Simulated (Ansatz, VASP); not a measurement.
## Ge: VASP beside Ansatz

File INCAR:

```
SYSTEM = Ge
  PREC = Accurate
  ENCUT = 520
  EDIFF = 1E-8
  ISMEAR = -1
  SIGMA = 0.05
  LREAL = .FALSE.
  LASPH = .TRUE.
  NELM = 100
  ALGO = Fast
  ISIF = 2
  LWAVE = .FALSE.
  LCHARG = .FALSE.
  GGA = PE
  LEFG = .TRUE.
  NBANDS = 13
```

KPOINTS

```
regular mesh
0
G
  13 13 13
  0 0 0
```

File POSCAR:

```
Ge
1.0
    2.7300352094      0.0000000000      0.0000000000
    0.0000000000      2.7300352094      0.0000000000
    0.0000000000      0.0000000000      2.7300352094
Ge
1
Direct
    0.0000000000      0.0000000000      0.0000000000
```

Input for Ansatz:

```yaml
crystal:
  lattice:
    - [2.7300352094, 0.0, 0.0]
    - [0.0, 2.7300352094, 0.0]
    - [0.0, 0.0, 2.7300352094]
  atoms:
    - { symbol: Ge, position: [0.0, 0.0, 0.0] }
kpoints:
  mp_grid: { grid: [13, 13, 13] }
scf:
  occupations: { method: fermi_dirac, width: 0.05 }
hamiltonian:
  xc: pbe
  pseudopotentials: { kind: paw }
output:
  forces: true
  stress: true
  eigenvalues: true
  efg: { contact_densities: true }
```

Change from the starting cell: volume scaled by 1.02, PAW files.

Alike in both runs: task electric field gradients; functional PBE; k mesh 13 × 13 × 13; occupations fermi-dirac, width 0.05 eV; no spin polarisation.

|  | VASP | Ansatz |
| --- | --- | --- |
| version | VASP 6.6.1 | Ansatz 0.2.0 |
| potentials or method | VASP PAW PBE potentials, release 64 (Ge_d) | PAW with Ansatz's default frozen-core files, scalar-relativistic |
| plane-wave cutoff (eV) | 520 | 420 |
| valence electrons in the cell | 14 | 14 |

|  | VASP | Ansatz | Ansatz less VASP |
| --- | --- | --- | --- |
| pressure (GPa) | -1.2 | -1.3 | -0.04 |
| Vzz of the field gradient on the site that differs most (V/Å²) | 0.0 | 0.0 | 0.00 |
